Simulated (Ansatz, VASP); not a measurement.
Rb: VASP beside Ansatz

INCAR

```
SYSTEM = Rb
ALGO     = Normal         ! electronic algorithm
EDIFF    = 1E-7           ! SCF threshold, eV
ENCUT    = 520            ! plane-wave cutoff, eV
ISIF     = 2              ! what is computed and relaxed
ISMEAR   = -1             ! smearing method
LASPH    = .TRUE.         ! aspherical terms in the spheres
LCHARG   = .TRUE.         ! write CHGCAR
LELF     = .TRUE.         ! ELF
LREAL    = .FALSE.        ! projectors in reciprocal space
LVHAR    = .TRUE.       
LWAVE    = .FALSE.        ! write WAVECAR
NBANDS   = 16             ! bands
NELM     = 80             ! most SCF steps
PREC     = Accurate       ! precision mode
SIGMA    = 0.1            ! smearing width, eV
```

The input KPOINTS:

```
k-points
0
G
  9 9 5
  0 0 0
```

The input POSCAR:

```
Rb
1.0
    4.4436995562      0.0000000000      0.0000000000
   -2.2218497781      3.8483567024      0.0000000000
    0.0000000000      0.0000000000      7.3042727317
Rb
2
Direct
    0.3333333333      0.6666666667      0.2500000000
    0.6666666667      0.3333333333      0.7500000000
```

Input for Ansatz:

```yaml
crystal:
  lattice:
    - [4.4436995562, 0.0, 0.0]
    - [-2.2218497781, 3.8483567024, 0.0]
    - [0.0, 0.0, 7.3042727317]
  atoms:
    - { symbol: Rb, position: [0.3333333333, 0.6666666667, 0.25] }
    - { symbol: Rb, position: [0.6666666667, 0.3333333333, 0.75] }
kpoints:
  mp_grid: { grid: [9, 9, 5] }
scf:
  occupations: { method: fermi_dirac, width: 0.1 }
hamiltonian:
  xc: lda
  pseudopotentials: { kind: all_electron, lapw: { basis_error: 0.001 } }
output:
  forces: true
  stress: true
  eigenvalues: true
  populations: true
```

Change from the starting cell: volume scaled by 0.8, LAPW.

Alike in both runs: task single point; functional LDA; k mesh 9 × 9 × 5; occupations fermi-dirac, width 0.1 eV; no spin polarisation.

```csv
,VASP,Ansatz
version,VASP 6.6.1,Ansatz 0.2.0
potentials or method,"VASP PAW LDA potentials, release 64 (Rb_sv)","all-electron LAPW, scalar-relativistic"
plane-wave cutoff (eV),520,see its input
```

|  | VASP | Ansatz | Ansatz less VASP |
| --- | --- | --- | --- |
| pressure (GPa) | 1.2 | 1.2 | 0.00 |

Ansatz ran all-electron here, so the differences hold the error of VASP's frozen core and of both bases.
